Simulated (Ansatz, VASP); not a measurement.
## Cross-check of Sn5Ge27 (random alloy of the diamond Ge-Sn line, x = 0.1562) between VASP and Ansatz

Aim: how closely do two programs agree when they are given the same cell, functional and k mesh? Of the first pair: The structure shown is the start of the Ansatz relaxation below; VASP solves that cell, so the two are compared at the walk's first step.

Method: plane waves, with VASP 6.6.1 beside it; PBE, in Ansatz 0.2.0.

**1. The structure**

The cell holds 64 atoms: 54 Ge and 10 Sn. Cell: a = 11.798 Å, b = 11.798 Å, c = 11.798 Å, α = 90.0°, β = 90.0°, γ = 90.0°. It derives from Ge (diamond Ge-Sn), repeated 2×2×2. Diamond Ge-Sn: 64 atoms, 10 of 64 Ge sites given to Sn at random, cell and internal coordinates interpolated linearly between the end members (Vegard's rule); (so at first; earlier steps may have moved the atoms), displaced by a Gaussian of 0.02 A. Lattice constants are starting values near those of PBE.

**2. Ansatz: relaxation, PBE**

Ansatz runs on its default PAW (the set named soft_2) files.

The two programs are compared at the cell with which this relaxation starts, whose forces are those of its first step.

Input file input.yaml:

```yaml
crystal:
  lattice:
    - [11.79768, 0.0, 0.0]
    - [0.0, 11.79768, 0.0]
    - [0.0, 0.0, 11.79768]
  atoms:
    - { symbol: Ge, position: [0.00275, 0.99896, 0.9991] }
    - { symbol: Sn, position: [0.12318, 0.12647, 0.1211] }
    - { symbol: Ge, position: [0.00296, 0.24871, 0.25054] }
    - { symbol: Ge, position: [0.12458, 0.37748, 0.37151] }
    - { symbol: Ge, position: [0.24945, 0.99935, 0.25192] }
    - { symbol: Ge, position: [0.37314, 0.12471, 0.37351] }
    - { symbol: Ge, position: [0.25007, 0.25099, 0.99813] }
    - { symbol: Ge, position: [0.37694, 0.37653, 0.12585] }
    - { symbol: Sn, position: [0.00153, 0.99884, 0.49979] }
    - { symbol: Ge, position: [0.12341, 0.12455, 0.6259] }
    - { symbol: Ge, position: [0.99883, 0.24933, 0.74884] }
    - { symbol: Sn, position: [0.12357, 0.37386, 0.87498] }
    - { symbol: Ge, position: [0.24811, 0.0004, 0.75281] }
    - { symbol: Ge, position: [0.37626, 0.12467, 0.8735] }
    - { symbol: Ge, position: [0.24873, 0.25287, 0.50009] }
    - { symbol: Ge, position: [0.37392, 0.37532, 0.62856] }
    - { symbol: Ge, position: [0.0002, 0.50105, 0.00051] }
    - { symbol: Ge, position: [0.1244, 0.62306, 0.12441] }
    - { symbol: Ge, position: [0.99965, 0.75099, 0.25142] }
    - { symbol: Ge, position: [0.12658, 0.87548, 0.3765] }
    - { symbol: Ge, position: [0.24872, 0.50212, 0.25087] }
    - { symbol: Ge, position: [0.37449, 0.62583, 0.37487] }
    - { symbol: Ge, position: [0.25192, 0.75258, 0.00371] }
    - { symbol: Ge, position: [0.37263, 0.87255, 0.12414] }
    - { symbol: Ge, position: [0.00027, 0.50149, 0.50054] }
    - { symbol: Sn, position: [0.12157, 0.62448, 0.6264] }
    - { symbol: Ge, position: [0.00039, 0.75129, 0.74962] }
    - { symbol: Ge, position: [0.12466, 0.87532, 0.8757] }
    - { symbol: Ge, position: [0.25034, 0.5002, 0.74886] }
    - { symbol: Ge, position: [0.37564, 0.62521, 0.87691] }
    - { symbol: Ge, position: [0.25203, 0.75031, 0.49936] }
    - { symbol: Ge, position: [0.37392, 0.87572, 0.62513] }
    - { symbol: Ge, position: [0.49942, 7.0e-05, 0.99895] }
    - { symbol: Ge, position: [0.62618, 0.12424, 0.12708] }
    - { symbol: Sn, position: [0.50068, 0.25101, 0.24814] }
    - { symbol: Sn, position: [0.62529, 0.37626, 0.37338] }
    - { symbol: Ge, position: [0.74955, 6.0e-05, 0.24767] }
    - { symbol: Ge, position: [0.87553, 0.12643, 0.37354] }
    - { symbol: Ge, position: [0.75059, 0.24778, 0.99993] }
    - { symbol: Ge, position: [0.87226, 0.3769, 0.12569] }
    - { symbol: Ge, position: [0.49996, 0.99869, 0.50216] }
    - { symbol: Ge, position: [0.62833, 0.12185, 0.6271] }
    - { symbol: Ge, position: [0.50276, 0.25057, 0.74797] }
    - { symbol: Ge, position: [0.62646, 0.37469, 0.87398] }
    - { symbol: Ge, position: [0.74791, 0.00093, 0.75134] }
    - { symbol: Ge, position: [0.87394, 0.12588, 0.87306] }
    - { symbol: Ge, position: [0.75136, 0.25008, 0.49968] }
    - { symbol: Ge, position: [0.87483, 0.37647, 0.62627] }
    - { symbol: Ge, position: [0.5009, 0.50023, 0.00013] }
    - { symbol: Ge, position: [0.62605, 0.62539, 0.12616] }
    - { symbol: Sn, position: [0.49947, 0.74587, 0.25176] }
    - { symbol: Ge, position: [0.62871, 0.87575, 0.37483] }
    - { symbol: Ge, position: [0.74977, 0.4998, 0.25003] }
    - { symbol: Sn, position: [0.8731, 0.62412, 0.37331] }
    - { symbol: Ge, position: [0.75042, 0.7495, 0.00084] }
    - { symbol: Ge, position: [0.8747, 0.87667, 0.12536] }
    - { symbol: Ge, position: [0.50371, 0.49679, 0.4989] }
    - { symbol: Ge, position: [0.62653, 0.62929, 0.62458] }
    - { symbol: Ge, position: [0.50007, 0.74962, 0.75226] }
    - { symbol: Ge, position: [0.62451, 0.87615, 0.87446] }
    - { symbol: Sn, position: [0.74784, 0.50053, 0.75085] }
    - { symbol: Sn, position: [0.87719, 0.62481, 0.87395] }
    - { symbol: Ge, position: [0.75095, 0.75041, 0.50048] }
    - { symbol: Ge, position: [0.87488, 0.87697, 0.62563] }
kpoints:
  mp_grid: { grid: [1, 1, 1] }
hamiltonian:
  xc: pbe
scf:
  occupations: { method: fermi_dirac, width: 0.05 }
output:
  forces: true
relax:
  f_tol: 0.05
  max_steps: 150
  cell: {}
```

Launch:

```sh
> ansatz run input.yaml --threads 4 --pin off --max-ram 8192MiB --backend cpu --events-out ev --progress --plain --runs-dir out
```

Numbers of over 12 decimals in the logs are rounded to 6 here.

The program printed:

```text
Engine: ansatz 0.2.0, aarch64-unknown-linux-gnu
Pseudopotentials: kind: paw
Pseudopotential: Ge, paw, valence charge 14, recommended cutoff 420 eV (normal), Ge.paw.azcp
Pseudopotential: Sn, paw, valence charge 14, recommended cutoff 420 eV (normal), Sn.paw.azcp
Functional definition: PBE
  parameter kappa = 0.804
  parameter beta = 0.066725
  exchange = pbe_x(kappa = kappa, mu = beta*pi^2/3)
  correlation = pbe_c(beta = beta)
Crystal: 64 atoms, lattice volume = 1642.063 Å³
Basis set: ecut = 420 eV, 31967 PW (Γ), exchange–correlation on 160×160×160 points (8 copies of the dense FFT grid, shifted against one another)
Bands: 538, of which v1, the nominal top of the filled ones, is band 448 counted from 1 (447 counted from 0)
Symmetry: 1 space group operations
Space group: P1 (ITA 1), of the structure as read, at distance tolerance 1.2e-4 Å
k-points: 1
Non-local potential: Ge, projectors of the file, l = 0: 2, l = 1: 2, l = 2: 3, l = 3: 1
Non-local potential: Sn, projectors of the file, l = 0: 2, l = 1: 2, l = 2: 2, l = 3: 2
PAW form: soft (Blöchl's): semilocal exchange-correlation on the pseudo side does not see the compensation charge
PAW one-centre angular grid: Ge, 590 points (default); XC on 64 Gauss nodes
PAW one-centre angular grid: Sn, 590 points (default); XC on 64 Gauss nodes
Initial density: superposition of atomic densities (neutral atoms: chi_scale 0, normalization atom), corrected by the library's trained network
Initial wavefunctions: pseudopotential atomic-orbital guess
Functional: x = pbe(κ = 0.804, μ = 0.219515), c = pbe(β = 0.066725)
SCF iter   1: F=—  HF=-292159.424405 eV  |F-HF|=—  |Δ(HF+E_count)|=         —  Δρ=2.62e-3  dr2=1.51e-1  ethr=1.77e-3  ⟨swp⟩=6.0  Hψ=1992  notcnv=0
preconditioner: auto → LDOS  [insulator: Δε(μ)=0.199 eV  Ē_g=21.813 eV  σ=0.050 eV  W_gap=0.62  n_scr=436 (ndim 8)  ℏωp=27.4 eV  f_vac=0.093  D(μ)=32.28/eV (n_scr^D=178)  ε∞_Penn≈2.6  β→1.0]
SCF iter   2: F=—  HF=-292159.411534 eV  |F-HF|=—  |Δ(HF+E_count)|=   1.29e-2  Δρ=1.72e-3  dr2=5.90e-2  ethr=1.68e-5  ⟨swp⟩=2.0  Hψ=1096  notcnv=0  defer=61
SCF iter   3: F=—  HF=-292159.381543 eV  |F-HF|=—  |Δ(HF+E_count)|=   3.00e-2  Δρ=3.71e-4  dr2=5.07e-3  ethr=6.58e-6  ⟨swp⟩=2.0  Hψ=929  notcnv=0  defer=61
SCF iter   4: F=—  HF=-292159.379669 eV  |F-HF|=—  |Δ(HF+E_count)|=   1.87e-3  Δρ=1.11e-4  dr2=4.91e-4  ethr=5.66e-7  ⟨swp⟩=2.0  Hψ=926  notcnv=0  defer=61
SCF iter   5: F=—  HF=-292159.379655 eV  |F-HF|=—  |Δ(HF+E_count)|=   1.41e-5  Δρ=3.73e-5  dr2=5.19e-5  ethr=5.47e-8  ⟨swp⟩=2.0  Hψ=928  notcnv=0  defer=61
SCF iter   6: F=—  HF=-292159.381131 eV  |F-HF|=—  |Δ(HF+E_count)|=   1.48e-3  Δρ=1.16e-5  dr2=5.16e-6  ethr=5.80e-9  ⟨swp⟩=2.0  Hψ=929  notcnv=0  defer=61
SCF iter   7: F=—  HF=-292159.381131 eV  |F-HF|=—  |Δ(HF+E_count)|=   5.49e-8  Δρ=4.11e-6  dr2=8.81e-7  ethr=5.75e-10  ⟨swp⟩=2.0  Hψ=927  notcnv=0  defer=61
SCF iter   8: F=-292159.381131 eV  HF=-292159.381131 eV  |F-HF|=7.42e-8  |Δ(HF+E_count)|=  2.33e-10  Δρ=1.47e-6  dr2=9.77e-8  ethr=1.12e-11  ⟨swp⟩=2.0  Hψ=1605  notcnv=0
SCF 1 converged in 8 iterations: F = -292159.381131 eV  dr2 = 9.77e-8
  greatest PAW one-centre occupation: 0.998 electrons in one spin orbital (limit 2), on the Ge atom at site 56 (counted from 0), in its partial waves of l = 2
relax step   1: F+E_penalty+E_count = -292159.38113088 eV  Δ(F+E_penalty+E_count) = +0.000e0 eV  max|allowed force component| = 1.622e0 eV/Å  Δτ_max = 0.0000 Å  P = +2.897 GPa  Ω = 1642.063 Å³  (8 SCF iters, dr2 threshold 1.00e-7 eV, accepted)
Crystal: 64 atoms, lattice volume = 1720.772 Å³
Basis set: ecut = 420 eV, 33557 PW (Γ), exchange–correlation on 160×160×160 points (8 copies of the dense FFT grid, shifted against one another)
Initial density: handed on by an earlier stage of this run
Initial wavefunctions: those handed on with the density
iter 1 solved again at ethr=7.23e-5 eV; its pass at ethr=3.10e-3 eV (dr2=6.47e-1 eV) is discarded
SCF iter   1: F=—  HF=-292162.803176 eV  |F-HF|=—  |Δ(HF+E_count)|=         —  Δρ=7.40e-3  dr2=6.46e-1  ethr=7.23e-5  ⟨swp⟩=3.0  Hψ=2589  notcnv=0
preconditioner: auto → LDOS  [insulator: Δε(μ)=0.187 eV  Ē_g=21.628 eV  σ=0.050 eV  W_gap=0.57  n_scr=436 (ndim 8)  ℏωp=26.8 eV  f_vac=0.113  D(μ)=29.36/eV (n_scr^D=170)  ε∞_Penn≈2.5  β→1.0]
SCF iter   2: F=—  HF=-292162.854151 eV  |F-HF|=—  |Δ(HF+E_count)|=   5.10e-2  Δρ=2.17e-3  dr2=1.71e-1  ethr=7.21e-5  ⟨swp⟩=4.0  Hψ=875  notcnv=0
SCF iter   3: F=—  HF=-292162.825492 eV  |F-HF|=—  |Δ(HF+E_count)|=   2.87e-2  Δρ=1.17e-3  dr2=5.57e-2  ethr=1.91e-5  ⟨swp⟩=4.0  Hψ=1085  notcnv=0
SCF iter   4: F=—  HF=-292162.813953 eV  |F-HF|=—  |Δ(HF+E_count)|=   1.15e-2  Δρ=4.49e-4  dr2=7.04e-3  ethr=6.21e-6  ⟨swp⟩=2.0  Hψ=718  notcnv=0
SCF iter   5: F=—  HF=-292162.812671 eV  |F-HF|=—  |Δ(HF+E_count)|=   1.28e-3  Δρ=1.34e-4  dr2=6.55e-4  ethr=7.86e-7  ⟨swp⟩=2.0  Hψ=718  notcnv=0
[...]
atom  12  Sn     0.00040486     0.00390950    -0.00278032
  atom  13  Ge    -0.00486346    -0.00413342    -0.00044728
  atom  14  Ge     0.00786813     0.00571741     0.00214639
  atom  15  Ge    -0.00605379    -0.00223673     0.00105325
  atom  16  Ge     0.00721852     0.00228950     0.00238196
  atom  17  Ge    -0.00042660    -0.00196178    -0.00323367
  atom  18  Ge     0.00824088     0.00276300     0.00013761
  atom  19  Ge    -0.00901378    -0.00561796     0.00013133
  atom  20  Ge     0.00344580     0.00252179     0.00283844
  atom  21  Ge    -0.00672891    -0.00663218     0.00167823
  atom  22  Ge     0.00894037     0.00233258    -0.00212632
  atom  23  Ge    -0.00675953    -0.00643339     0.00060485
  atom  24  Ge     0.00768665     0.00490454     0.00256800
  atom  25  Ge    -0.00369860    -0.00023524     0.00013607
  atom  26  Sn     0.00012254    -0.00165738     0.00063026
  atom  27  Ge    -0.00327573    -0.00424690    -0.00211495
  atom  28  Ge     0.00429870     0.00442694    -0.00182470
  atom  29  Ge    -0.00858340    -0.00312454     0.00003220
  atom  30  Ge     0.00834017     0.00499240    -0.00214719
  atom  31  Ge    -0.00740651    -0.00232628     0.00062082
  atom  32  Ge     0.00688011     0.00563214     0.00121645
  atom  33  Ge    -0.00536099    -0.00456626    -0.00293514
  atom  34  Ge     0.00442248     0.00281236     0.00409648
  atom  35  Sn    -0.00156531    -0.00031294     0.00231981
[...]
atom  57  Ge    -0.00510122    -0.00530051    -0.00508093
  atom  58  Ge     0.00586616     0.00237679     0.00788416
  atom  59  Ge    -0.00481819    -0.00321654     0.00202275
  atom  60  Ge     0.00360003     0.00281260    -0.00041536
  atom  61  Sn    -0.00600415    -0.00421390     0.00096956
  atom  62  Sn     0.00414403     0.00168496     0.00271782
  atom  63  Ge    -0.00750566    -0.00251972    -0.00254118
  atom  64  Ge     0.00522326     0.00790792     0.00201187
  max |Σ_I F_I| component: 9.51e-7 eV/Å
--- Stress (GPa, compression-positive) ---
       -0.010319       0.022481      -0.010857
        0.022481      -0.013423      -0.022403
       -0.010857      -0.022403       0.025326
  P = ⅓ Tr σ = 0.0005 GPa (0.005 kbar)
--- Relaxed structure (10 steps of the walk, 8 accepted, 1 SCFs on fresh bases) ---
  F+E_penalty+E_count = -292163.00288044 eV   max|allowed force component| = 1.451e-2 eV/Å   (the final SCF, on the basis selected at the relaxed cell)
  cell:  # Å, volume = 1700.3006 Å³
    - [11.960913, 0.183894, 0.00556943]
    - [0.183894, 11.974735, 0.024448]
    - [0.00556943, 0.024448, 11.874079]
  atoms:
    - { symbol: Ge, position: [-0.00618371, 0.996225, 0.995088] }
    - { symbol: Sn, position: [0.123160, 0.124622, 0.123845] }
    - { symbol: Ge, position: [-0.00595584, 0.256855, 0.256726] }
    - { symbol: Ge, position: [0.126094, 0.371244, 0.373392] }
    - { symbol: Ge, position: [0.256792, 0.994338, 0.255311] }
    - { symbol: Ge, position: [0.368976, 0.117314, 0.382696] }
    - { symbol: Ge, position: [0.263425, 0.247711, 1.001006] }
    - { symbol: Ge, position: [0.369736, 0.384182, 0.118654] }
    - { symbol: Sn, position: [0.00185755, 1.000173, 0.500583] }
    - { symbol: Ge, position: [0.131773, 0.128006, 0.629005] }
    - { symbol: Ge, position: [0.997312, 0.240942, 0.749757] }
    - { symbol: Sn, position: [0.125897, 0.374870, 0.873113] }
    - { symbol: Ge, position: [0.252853, 0.0014314, 0.753736] }
    - { symbol: Ge, position: [0.378971, 0.123392, 0.870773] }
    - { symbol: Ge, position: [0.250561, 0.250762, 0.504872] }
    - { symbol: Ge, position: [0.377461, 0.373170, 0.625115] }
    - { symbol: Ge, position: [0.0040084, 0.501082, 0.016744] }
    - { symbol: Ge, position: [0.129249, 0.627284, 0.125370] }
    - { symbol: Ge, position: [1.007598, 0.755936, 0.244512] }
    - { symbol: Ge, position: [0.132160, 0.869924, 0.366217] }
    - { symbol: Ge, position: [0.246333, 0.499609, 0.253969] }
    - { symbol: Ge, position: [0.368098, 0.619574, 0.376157] }
    - { symbol: Ge, position: [0.249443, 0.750793, -0.000820295] }
    - { symbol: Ge, position: [0.372263, 0.878432, 0.115791] }
    - { symbol: Ge, position: [0.00128428, 0.487133, 0.500641] }
    - { symbol: Sn, position: [0.126652, 0.625577, 0.621917] }
    - { symbol: Ge, position: [0.00203043, 0.763685, 0.752456] }
    - { symbol: Ge, position: [0.126703, 0.878951, 0.873134] }
[...]
- { symbol: Sn, position: [0.494196, 0.242016, 0.246246] }
    - { symbol: Sn, position: [0.627906, 0.381930, 0.378143] }
[...]
- { symbol: Sn, position: [0.501654, 0.749778, 0.252770] }
[...]
- { symbol: Sn, position: [0.876334, 0.628274, 0.372255] }
    - { symbol: Ge, position: [0.742600, 0.760099, 0.00796516] }
    - { symbol: Ge, position: [0.875039, 0.876915, 0.123550] }
    - { symbol: Ge, position: [0.491809, 0.507903, 0.508903] }
    - { symbol: Ge, position: [0.614078, 0.634421, 0.621059] }
    - { symbol: Ge, position: [0.497331, 0.754762, 0.753498] }
    - { symbol: Ge, position: [0.622055, 0.875562, 0.872339] }
    - { symbol: Sn, position: [0.743263, 0.493375, 0.746046] }
    - { symbol: Sn, position: [0.878466, 0.631202, 0.880472] }
    - { symbol: Ge, position: [0.743420, 0.756750, 0.508239] }
    - { symbol: Ge, position: [0.866773, 0.875473, 0.630350] }
```

[end of part 1 of 2]

[Lines on the potential files, build, host, timing and source positions are cut from VASP's logs without a mark.]

[Logs are printed without paths, hosts, clocks, repeated set-up lines and the standing remarks that a program may print on its own settings, such as how far it seeks lower states.]

[Hosts, paths, dates, database ids (printed as entryN), source tags and the programs' standing remarks are cut or masked in the printed files.]
